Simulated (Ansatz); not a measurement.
A (001) slab of TiTe₂ (P-3m1 (No. 164)), 4 planes, outer planes Ti (top) and Ti (bottom), with 4 atoms (Ti2Te2) in a surface cell of A = 11.830 Å², as cut from the bulk:

```yaml
crystal:
  lattice:
    - [3.69591, 0.00000, 0.00000]
    - [-1.84795, 3.20075, 0.00000]
    - [0.00000, 0.00000, 21.44520]
  atoms:
    - { symbol: Ti, position: [0.00000, 0.00000, 0.34973] }
    - { symbol: Te, position: [0.66667, 0.33333, 0.43006] }
    - { symbol: Te, position: [0.33333, 0.66667, 0.56994] }
    - { symbol: Ti, position: [0.00000, 0.00000, 0.65027] }
```

Level of theory: DFT PBEsol, scalar-relativistic, plane waves, PAW in Ansatz 0.2.0. Cutoff 420 eV; k points 12×12×1 on the computed 4-atom cell (Γ-centred); Gaussian smearing, width 0.10 eV; no spin polarisation. The cell repeats along c with a dipole correction in the vacuum.

The relaxed slab holds 1 formula units of TiTe$_{2}$ and 1 further Ti. Against those formula units in the bulk and the further Ti in its standard state it lies 3.995 eV higher. The formation energy of TiTe$_{2}$ from the standard states is -2.161 eV a formula unit (uncorrected, no zero-point or thermal terms).

Problem. Over what range can the chemical potential of Ti vary, and what is the surface energy at both ends?

Solution. In contact with the bulk, μ(Ti) + 2μ(Te) is fixed. With Δμ counted from the standard states, Δμ(Ti) ≤ 0 keeps elemental Ti from forming, and Δμ(Te) ≤ 0 requires Δμ(Ti) ≥ ΔH = -2.161 eV. Other compounds of Ti and Te can narrow this range. Then γ, the mean of both faces, = [3.995 eV − 1.00·Δμ(Ti)]/(2A). At the Ti-rich end (Δμ = 0): 3.995/(2 × 11.830) × 16.02 = 2.70 J/m². At the Ti-poor end: (3.995 + 2.161)/(2 × 11.830) × 16.02 = 4.17 J/m².

Problem. How does its energy depend on growth conditions?

Solution. It carries an excess of Ti, so its energy falls by 0.68 J/m² for each eV that μ(Ti) rises: Ti-rich conditions lower it; whether it appears depends on the other terminations.

Spin polarisation was left out, and a magnetic state may lie lower.